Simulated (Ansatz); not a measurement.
The computed numbers are results of PBEsol, scalar-relativistic (collinear spin) in the plane-wave PAW code Ansatz at 420 eV, 12×12×8 k-mesh, Gaussian smearing of 0.05 eV. The datasets are Ansatz's generated set soft_2.

A crystal of composition XO, relaxed at this level of theory, gives this pattern between 10° and 80°.

Cu Kα1 powder pattern (kinematic, no thermal factors).
```csv
2θ (°),relative intensity
35.87,23
36.77,90
41.10,8
52.31,100
66.23,27
68.02,1
76.03,6
77.68,15
78.22,9
```

**Question.** Which lattice and cell does the pattern come from?

**Answer.** Hexagonal, space group P6_3/mmc (No. 194), a = 2.820 Å, b = 2.820 Å, c = 5.003 Å, α = 90.00°, β = 90.00°, γ = 120.00°. The line positions fix the lattice at most, not the space group, and lines under 1 % of the strongest aren't listed; this is the group of the computed cell.

A compound XO has these computed properties.

- Band gap: zero (metallic)
- Density of states at the Fermi level: 0.81 states/(eV·atom)
- Magnetic state: weakly polarised (the starting moments died out)
- Site spin moments: X -0.08 μB
- Formation energy from the elements (0 K, uncorrected): -0.50 eV/atom
- Bulk modulus (Birch–Murnaghan): 229 GPa
- Pressure derivative B0′: 4.7

Sites: X on 2a, O on 2c.

**Question.** Which element is X?
A. Cu
B. Fe
C. Co
D. Ni

**Answer.** D. X is Ni, so the compound is NiO.

The start was a prototype's sites filled with these elements. The Crystallography Open Database lists the compound in space group Fm-3m (rock salt), so this is a trial structure.

The run wasn't fully tested for a lower electronic state. So small a moment in a metal hangs on mesh and smearing, and semilocal functionals can overstate it, so the real crystal may have none. Site moments are of spin, integrated over atomic spheres. Compounds of this kind are often insulators, so the metal found may come from the functional, which lacks a U or exact exchange, or from the structure.
